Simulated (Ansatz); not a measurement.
## Clamped-ion strain scan in SnO

Theory: DFT PBEsol, scalar-relativistic, plane waves, PAW in Ansatz. The runs took a 420 eV cutoff, a Γ-centred 8×6×6 mesh and Gaussian smearing (0.05 eV). No spin polarisation. Energies are free energies at this smearing, counted from the undisturbed cell; pressure is positive in compression.

The undisturbed cell (as given, not relaxed at this level; it stands at -3.1 GPa; this form isn't the usual structure):

```
Sn O
1.0
     3.35500    0.00000    0.00000
     0.00000    5.67410    0.00000
     0.00000    0.00000    4.22197
Sn O
2 2
Direct
  0.00000 0.23191 0.51314
  0.50000 0.76809 0.01314
  0.00000 0.89125 0.73686
  0.50000 0.10875 0.23686
```

The cell holds layers and no dispersion correction was added, so their binding is poorly described.

The cell is strained by ε times the Voigt pattern (0, 1, 0, 0, 0, 0) (xx, yy, zz, yz, xz, xy; engineering shear) with fractional coordinates fixed.

| ε | ΔE (meV/atom) |
| --- | --- |
| -0.0200 | -3.8 |
| -0.0150 | -3.5 |
| -0.0100 | -2.7 |
| -0.0050 | -1.6 |
| 0.0000 | 0.0 |
| 0.0050 | 2.0 |
| 0.0100 | 4.3 |
| 0.0150 | 6.9 |
| 0.0175 | 8.4 |
| 0.0200 | 10.0 |

(1) Predict the gap on the mesh (eV) at each point.

Answers

(1)
| ε | gap on the mesh (eV) |
| --- | --- |
| -0.0200 | 1.25 |
| -0.0150 | 1.28 |
| -0.0100 | 1.30 |
| -0.0050 | 1.32 |
| 0.0000 | 1.34 |
| 0.0050 | 1.36 |
| 0.0100 | 1.38 |
| 0.0150 | 1.40 |
| 0.0175 | 1.41 |
| 0.0200 | 1.42 |